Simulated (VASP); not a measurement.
# LiCl: the relaxed cell at several levels of theory

How much does the relaxed cell of LiCl depend on the functional? The starting structure is a measured crystal structure from the Crystallography Open Database. The first relaxation on each setting starts from this cell expanded by 3 % in volume.

Method: Kohn-Sham DFT with plane waves and PAW; PBEsol, LDA, PBE, PBEsol + D3(BJ), r2SCAN, r2SCAN + rVV10, vdW-DF-cx and RPBE, in VASP 6.6.1.

**1. The structure**

The structure is cubic, space group Fm-3m (No. 225). Conventional cell: a = 5.143 Å, b = 5.143 Å, c = 5.143 Å, α = 90.00°, β = 90.00°, γ = 90.00°. Nearest to Cl lie 6 Li at 2.57 Å. Nearest to Li lie 6 Cl at 2.57 Å. Farther neighbours and most contacts between anions are not listed.

**2. Relaxation with PBEsol**

PBEsol restores the gradient expansion of exchange and is tuned for the cells of solids. This run starts from the cell of an earlier relaxation, which isn't shown; the restart sets up the plane waves anew.

Input file INCAR:

```
SYSTEM = LiCl
PREC = Accurate
ENCUT = 650
EDIFF = 1E-06
NELM = 100
ISMEAR = 0
SIGMA = 0.03
LREAL = .FALSE.
ALGO = Normal
GGA = PS
NBANDS = 11
LORBIT = 11
LWAVE = .FALSE.
LCHARG = .FALSE.
KPAR = 4
IBRION = 2
NSW = 50
ISIF = 3
EDIFFG = -0.006
```

Input file POSCAR:

```
LiCl
1.0
    0.0000000000      2.5301518162      2.5301518162
    2.5301518162      0.0000000000      2.5301518162
    2.5301518162      2.5301518162      0.0000000000
Cl Li
1 1
Direct
    0.5000000000      0.5000000000      0.5000000000
    0.0000000000      0.0000000000      0.0000000000
```

Input file KPOINTS:

```
Automatic mesh
0
Gamma
8 8 8
0 0 0
```

PAW data sets: Cl and Li_sv (PBE family, release 64).

The run is started by

```
$ mpirun -np 4 vasp_std
```

The program printed:

```text
[banner, memory and clock lines left out]
running    4 mpi-ranks, on    1 nodes
 distrk:  each k-point on    1 cores,    4 groups
 distr:  one band on    1 cores,    1 groups

 POSCAR found type information on POSCAR ClLi
 POSCAR found :  2 types and       2 ions
|                                                                             |
|               ----> ADVICE to this user running VASP <----                  |
|                                                                             |
|     You enforced a specific xc type in the INCAR file but a different       |
|     [... a line on the potential file left out ...]
|     I HOPE YOU KNOW WHAT YOU ARE DOING!                                     |
|                                                                             |

 LDA part: xc-table for (Slater+PW92), standard interpolation
 POSCAR, INCAR and KPOINTS ok, starting setup
 FFT: planning ... GRIDC
 FFT: planning ... GRID_SOFT
 FFT: planning ... GRID
 WAVECAR not read
 entering main loop
       N       E                     dE             d eps       ncg     rms          rms(c)
DAV:   1     0.450608990759E+02    0.45061E+02   -0.46218E+03   638   0.981E+02
DAV:   2    -0.487322821258E+01   -0.49934E+02   -0.46255E+02   841   0.161E+02
DAV:   3    -0.761951367710E+01   -0.27463E+01   -0.27335E+01   824   0.385E+01
DAV:   4    -0.769072681810E+01   -0.71213E-01   -0.71146E-01   929   0.605E+00
DAV:   5    -0.769145747373E+01   -0.73066E-03   -0.73059E-03   807   0.594E-01    0.235E+00
DAV:   6    -0.763945289379E+01    0.52005E-01   -0.10419E-01   858   0.163E+00    0.159E+00
DAV:   7    -0.763736374255E+01    0.20892E-02   -0.33964E-02   974   0.106E+00    0.752E-01
DAV:   8    -0.763902650814E+01   -0.16628E-02   -0.33537E-03   783   0.445E-01    0.981E-02
DAV:   9    -0.763901865961E+01    0.78485E-05   -0.12612E-04   845   0.889E-02    0.316E-02
DAV:  10    -0.763904309828E+01   -0.24439E-04   -0.38832E-05   735   0.484E-02    0.237E-02
DAV:  11    -0.763904374339E+01   -0.64511E-06   -0.42870E-06   809   0.144E-02
   1 F= -.76390437E+01 E0= -.76390437E+01  d E =-.763904E+01
 curvature:   0.00 expect dE= 0.000E+00 dE for cont linesearch  0.000E+00
 trial: gam= 0.00000 g(F)=  0.110E-64 g(S)=  0.494E-07 ort = 0.000E+00 (trialstep = 0.100E+01)
 search vector abs. value=  0.495E-07
 reached required accuracy - stopping structural energy minimisation
```

Wall time 3.2 s (4 MPI ranks of Intel Xeon 6975P-C (Granite Rapids), shared host); peak memory 0.61 GiB.

The logs omit lines about the potential files and the build; timing stands in the text.

From OUTCAR (step 2):

```text
ion  position               nearest neighbor table
   1  0.500  0.500  0.500-   2 2.53   2 2.53   2 2.53   2 2.53   2 2.53   2 2.53
   2  0.000  0.000  0.000-   1 2.53   1 2.53   1 2.53   1 2.53   1 2.53   1 2.53

  LATTYP: Found a face centered cubic cell.
 ALAT       =     5.0603036324

 Subroutine GETGRP returns: Found 48 space group operations
 (whereof 48 operations were pure point group operations)

The static configuration has the point symmetry O_h .

 Found     29 irreducible k-points:

   k-points           NKPTS =     29   k-points in BZ     NKDIM =     29   number of bands    NBANDS=     11

   dimension x,y,z NGX =    30 NGY =   30 NGZ =   30
   dimension x,y,z NGXF=    60 NGYF=   60 NGZF=   60

   ENCUT  =  650.0 eV  47.77 Ry    6.91 a.u.   7.44  7.44  7.44*2*pi/ulx,y,z

   NELECT =      10.0000    total number of electrons

 k-points in reciprocal lattice and weights: Automatic mesh
   0.00000000  0.00000000  0.00000000       0.002
   0.12500000  0.00000000  0.00000000       0.016
   0.25000000  0.00000000  0.00000000       0.016
   0.37500000  0.00000000  0.00000000       0.016
   0.50000000  0.00000000  0.00000000       0.008
   0.12500000  0.12500000  0.00000000       0.012
   0.25000000  0.12500000  0.00000000       0.047
   0.37500000  0.12500000  0.00000000       0.047
   0.50000000  0.12500000  0.00000000       0.047
[...]
-0.37500000  0.50000000  0.12500000       0.023
  -0.25000000  0.50000000  0.25000000       0.012

 average (electrostatic) potential at core
       1 -92.5109       2 -61.2280

 E-fermi :   1.1511

 k-point     1 :       0.0000    0.0000    0.0000
  band No.  band energies     occupation
      1     -41.8954      2.00000
      2     -12.6946      2.00000
      3       0.8480      2.00000
      4       0.8480      2.00000
      5       0.8480      2.00000
      6       7.2184      0.00000
      7      12.6918      0.00000
      8      12.6918      0.00000
      9      12.6918      0.00000
     10      15.5021      0.00000
    ...

 k-point     2 :       0.1250    0.0000    0.0000
  band No.  band energies     occupation
      1     -41.8948      2.00000
      2     -12.6108      2.00000
      3       0.2760      2.00000
      4       0.8027      2.00000
      5       0.8027      2.00000
      6       7.6889      0.00000
      7      11.9034      0.00000
      8      12.6268      0.00000
      9      12.6268      0.00000
     10      13.9568      0.00000
    ...

 k-point     3 :       0.2500    0.0000    0.0000
  band No.  band energies     occupation
      1     -41.8934      2.00000
      2     -12.3962      2.00000
      3      -0.8629      2.00000
      4       0.6996      2.00000
      5       0.6996      2.00000
      6       8.0303      0.00000
      7      11.4862      0.00000
      8      11.4862      0.00000
      9      11.8542      0.00000
     10      14.8067      0.00000
    ...

  Total        0.0008259      0.0008259      0.0008259      0.0000000      0.0000000     -0.0000000
  in kB        0.0408491      0.0408491      0.0408491      0.0000000      0.0000000     -0.0000000
  external PRESSURE =       0.0408491 kB  Pullay stress =       0.0000000 kB

  energy-cutoff  :      650.00
  volume of cell :       32.39
      direct lattice vectors                 reciprocal lattice vectors
     0.000000000  2.530151816  2.530151816    -0.197616600  0.197616600  0.197616600
     2.530151816  0.000000000  2.530151816     0.197616600 -0.197616600  0.197616600
     2.530151816  2.530151816  0.000000000     0.197616600  0.197616600 -0.197616600

 POSITION                                       TOTAL-FORCE (eV/Angst)
 -----------------------------------------------------------------------------------
      2.53015      2.53015      2.53015        -0.000000      0.000000     -0.000000
      0.00000      0.00000      0.00000         0.000000     -0.000000      0.000000
 -----------------------------------------------------------------------------------
    total drift:                               -0.000000     -0.000000      0.000000

  FREE ENERGIE OF THE ION-ELECTRON SYSTEM (eV)
  ---------------------------------------------------
  free  energy   TOTEN  =        -7.6390437434 eV

  energy  without entropy=       -7.6390437434  energy(sigma->0) =       -7.63904374

 reached required accuracy - stopping structural energy minimisation

 total charge
# of ion       s       p       d       tot
------------------------------------------
    1        1.579   3.567   0.000   5.146
    2        2.008   0.040   0.000   2.049
--------------------------------------------------
tot          3.588   3.607   0.000   7.195

[... 3 further parts left out ...]
```

CONTCAR:

```
LiCl
   1.00000000000000
     0.0000000000000000    2.5301518162000001    2.5301518162000001
     2.5301518162000001    0.0000000000000000    2.5301518162000001
     2.5301518162000001    2.5301518162000001    0.0000000000000000
  Cl              Li
     1     1
Direct
     0.5000000000000000    0.5000000000000000    0.5000000000000000
     0.0000000000000000    0.0000000000000000    0.0000000000000000
```

The PAW data sets were made with PBE, which is usual practice but a small mismatch for other functionals. The run keeps the 48 symmetry operations of its start, so it cannot find a distortion of lower symmetry.

With PBEsol the relaxed cell holds 16.197 Å³ an atom, -4.75 % against the measured cell, with a = 5.060 Å.

**3. Relaxation with LDA**

LDA, the lowest rung, knows the local density alone. This run starts from the cell of an earlier relaxation, which isn't shown; the restart sets up the plane waves anew.

INCAR: that of step 2 with these lines changed.

```diff
@@ -9,3 +9,3 @@
 ALGO = Normal
-GGA = PS
+GGA = CA
 NBANDS = 11
```

Input file POSCAR:

```
LiCl
1.0
    0.0000000000      2.4796375310      2.4796375310
    2.4796375310      0.0000000000      2.4796375310
    2.4796375310      2.4796375310      0.0000000000
Cl Li
1 1
Direct
    0.5000000000      0.5000000000      0.5000000000
    0.0000000000      0.0000000000      0.0000000000
```

KPOINTS is that of step 2.

Potentials, in the order of the species: Cl and Li_sv (LDA family, release 64).

The run is started by

```
$ mpirun -np 4 vasp_std
```

The program printed:

```text
[banner, memory and clock lines left out]
running    4 mpi-ranks, on    1 nodes
[...]
LDA part: xc-table for (Slater(with rela. corr.)+CA(PZ))
 , standard interpolation
 POSCAR, INCAR and KPOINTS ok, starting setup
[...]
entering main loop
       N       E                     dE             d eps       ncg     rms          rms(c)
DAV:   1     0.436276404791E+02    0.43628E+02   -0.48980E+03   638   0.980E+02
DAV:   2    -0.561659013687E+01   -0.49244E+02   -0.45817E+02   782   0.162E+02
DAV:   3    -0.810901217801E+01   -0.24924E+01   -0.24863E+01   886   0.387E+01
DAV:   4    -0.816451981513E+01   -0.55508E-01   -0.55452E-01   879   0.560E+00
[...]
DAV:   9    -0.809538109256E+01    0.20732E-04   -0.10304E-04   780   0.730E-02    0.247E-02
DAV:  10    -0.809538804767E+01   -0.69551E-05   -0.71372E-06   799   0.210E-02    0.643E-03
DAV:  11    -0.809538794247E+01    0.10520E-06   -0.83980E-07   484   0.699E-03
   1 F= -.80953879E+01 E0= -.80953879E+01  d E =-.809539E+01
[...]
reached required accuracy - stopping structural energy minimisation
```

Wall time 2.6 s (4 MPI ranks); peak memory 0.52 GiB.

Parts of OUTCAR (step 3):

```text
  Total        0.0072039      0.0072039      0.0072039      0.0000000     -0.0000000     -0.0000000
  in kB        0.3785161      0.3785161      0.3785161      0.0000000     -0.0000000     -0.0000000
  external PRESSURE =       0.3785161 kB  Pullay stress =       0.0000000 kB

 POSITION                                       TOTAL-FORCE (eV/Angst)
 -----------------------------------------------------------------------------------
      2.47964      2.47964      2.47964         0.000000      0.000000     -0.000000
      0.00000      0.00000      0.00000         0.000000      0.000000      0.000000
 -----------------------------------------------------------------------------------
    total drift:                               -0.000000     -0.000000      0.000000

  FREE ENERGIE OF THE ION-ELECTRON SYSTEM (eV)
  ---------------------------------------------------
  free  energy   TOTEN  =        -8.0953879425 eV

  energy  without entropy=       -8.0953879425  energy(sigma->0) =       -8.09538794

[... 2 parts as in an earlier step ...]

[... 2 further parts left out ...]
[key lines of the parts left out:]
E-fermi :   1.4983
```

With LDA the relaxed cell holds 15.246 Å³ an atom, -10.34 % against the measured cell, with a = 4.959 Å. That is -5.87 % from PBEsol.

**4. Relaxation with PBE**

PBE, the usual starting point, adds the gradient of the density. This run starts from the cell of an earlier relaxation, which isn't shown; the restart sets up the plane waves anew.

INCAR: that of step 3 with these lines changed.

```diff
@@ -9,3 +9,3 @@
 ALGO = Normal
-GGA = CA
+GGA = PE
 NBANDS = 11
```

Input file POSCAR:

```
LiCl
1.0
    0.0000000000      2.5722398355      2.5722398355
    2.5722398355      0.0000000000      2.5722398355
    2.5722398355      2.5722398355      0.0000000000
Cl Li
1 1
Direct
    0.5000000000      0.5000000000      0.5000000000
    0.0000000000      0.0000000000      0.0000000000
```

KPOINTS is that of step 3.

The projector-augmented-wave data sets are Cl and Li_sv (PBE family, release 64).

The run is started by

```
$ mpirun -np 4 vasp_std
```

The program printed:

```text
[banner, memory and clock lines left out]
running    4 mpi-ranks, on    1 nodes
[...]
LDA part: xc-table for (Slater+PW92), standard interpolation
 POSCAR, INCAR and KPOINTS ok, starting setup
[...]
entering main loop
       N       E                     dE             d eps       ncg     rms          rms(c)
DAV:   1     0.474372238703E+02    0.47437E+02   -0.47714E+03   638   0.980E+02
DAV:   2    -0.447248271656E+01   -0.51910E+02   -0.49761E+02   826   0.161E+02
DAV:   3    -0.736372278904E+01   -0.28912E+01   -0.28824E+01   832   0.410E+01
DAV:   4    -0.744984549275E+01   -0.86123E-01   -0.86077E-01   918   0.671E+00
[...]
DAV:   9    -0.738515662584E+01    0.29499E-04   -0.20145E-04   788   0.110E-01    0.509E-02
DAV:  10    -0.738521958465E+01   -0.62959E-04   -0.11135E-04   730   0.774E-02    0.383E-02
DAV:  11    -0.738522042583E+01   -0.84118E-06   -0.86992E-06   884   0.202E-02
   1 F= -.73852204E+01 E0= -.73852204E+01  d E =-.738522E+01
[...]
reached required accuracy - stopping structural energy minimisation
```

Elapsed: 3 s, on 4 MPI ranks; peak memory 0.6 GiB; 8.5 s of CPU time.

From OUTCAR (step 4):

```text
  Total       -0.0007050     -0.0007050     -0.0007050      0.0000000     -0.0000000      0.0000000
  in kB       -0.0331865     -0.0331865     -0.0331865      0.0000000     -0.0000000      0.0000000
  external PRESSURE =      -0.0331865 kB  Pullay stress =       0.0000000 kB

 POSITION                                       TOTAL-FORCE (eV/Angst)
 -----------------------------------------------------------------------------------
      2.57224      2.57224      2.57224        -0.000000     -0.000000      0.000000
      0.00000      0.00000      0.00000         0.000000      0.000000     -0.000000
 -----------------------------------------------------------------------------------
    total drift:                               -0.000000     -0.000000      0.000000

  FREE ENERGIE OF THE ION-ELECTRON SYSTEM (eV)
  ---------------------------------------------------
  free  energy   TOTEN  =        -7.3852204258 eV

  energy  without entropy=       -7.3852204258  energy(sigma->0) =       -7.38522043

[... 2 parts as in an earlier step ...]

[... 2 further parts left out ...]
[key lines of the parts left out:]
E-fermi :   0.6405
```

With PBE the relaxed cell holds 17.019 Å³ an atom, +0.09 % against the measured cell, with a = 5.144 Å. That is +5.07 % from PBEsol.

**5. Relaxation with PBEsol + D3(BJ)**

D3 with Becke-Johnson damping keeps a finite attraction at short range. This run starts from the cell of an earlier relaxation, which isn't shown; the restart sets up the plane waves anew.

INCAR: that of step 4 with these lines changed.

```diff
@@ -9,3 +9,4 @@
 ALGO = Normal
-GGA = PE
+GGA = PS
+IVDW = 12
 NBANDS = 11
```

Input file POSCAR:

```
LiCl
1.0
    0.0000000000      2.4849500492      2.4849500492
    2.4849500492      0.0000000000      2.4849500492
    2.4849500492      2.4849500492      0.0000000000
Cl Li
1 1
Direct
    0.5000000000      0.5000000000      0.5000000000
    0.0000000000      0.0000000000      0.0000000000
```

KPOINTS is that of step 4.

The run is started by

```
$ mpirun -np 4 vasp_std
```

The program printed:

```text
[banner, memory and clock lines left out]
running    4 mpi-ranks, on    1 nodes
[...]
[... a notice as in an earlier step ...]

 LDA part: xc-table for (Slater+PW92), standard interpolation
 POSCAR, INCAR and KPOINTS ok, starting setup
[...]
entering main loop
       N       E                     dE             d eps       ncg     rms          rms(c)
DAV:   1     0.450273106629E+02    0.45027E+02   -0.47815E+03   638   0.995E+02
DAV:   2    -0.511603925009E+01   -0.50143E+02   -0.47134E+02   803   0.160E+02
DAV:   3    -0.761423597466E+01   -0.24982E+01   -0.24891E+01   823   0.378E+01
DAV:   4    -0.767636201601E+01   -0.62126E-01   -0.62079E-01   932   0.635E+00
[...]
DAV:   9    -0.762691106172E+01    0.98794E-05   -0.10311E-04   846   0.817E-02    0.278E-02
DAV:  10    -0.762693147748E+01   -0.20416E-04   -0.30619E-05   744   0.439E-02    0.201E-02
DAV:  11    -0.762693185965E+01   -0.38217E-06   -0.31842E-06   775   0.127E-02
   1 F= -.80260553E+01 E0= -.80260553E+01  d E =-.802606E+01
[...]
reached required accuracy - stopping structural energy minimisation
```

The job ended after 3 s (4 MPI ranks; peak memory 0.64 GiB).

Parts of OUTCAR (step 5):

```text
 Edisp (eV)   -0.39912

  Total       0.00447     0.00447     0.00447    -0.00000    -0.00000     0.00000
  in kB       0.23318     0.23318     0.23318    -0.00000    -0.00000     0.00000
  external pressure =        0.23 kB  Pullay stress =        0.00 kB

 POSITION                                       TOTAL-FORCE (eV/Angst)
 -----------------------------------------------------------------------------------
      2.48495      2.48495      2.48495         0.000000     -0.000000     -0.000000
      0.00000      0.00000      0.00000         0.000000      0.000000      0.000000
 -----------------------------------------------------------------------------------
    total drift:                               -0.000000     -0.000000      0.000000

  FREE ENERGIE OF THE ION-ELECTRON SYSTEM (eV)
  ---------------------------------------------------
  free  energy   TOTEN  =        -8.0260553230 eV

  energy  without entropy=       -8.0260553230  energy(sigma->0) =       -8.02605532

[... 2 parts as in an earlier step ...]

[... 2 further parts left out ...]
[key lines of the parts left out:]
E-fermi :   1.4181
```

With PBEsol + D3(BJ) the relaxed cell holds 15.345 Å³ an atom, -9.76 % against the measured cell, with a = 4.970 Å. That is -5.26 % from PBEsol.

(Continued in part 2 of 2.)

[Lines on the potential files, build, host, timing and source positions are cut from VASP's logs without a mark.]

[Logs are printed without paths, hosts, clocks, repeated set-up lines and the standing remarks that a program may print on its own settings, such as how far it seeks lower states.]

[Hosts, paths, dates, database ids (printed as entryN), source tags and the programs' standing remarks are cut or masked in the printed files.]
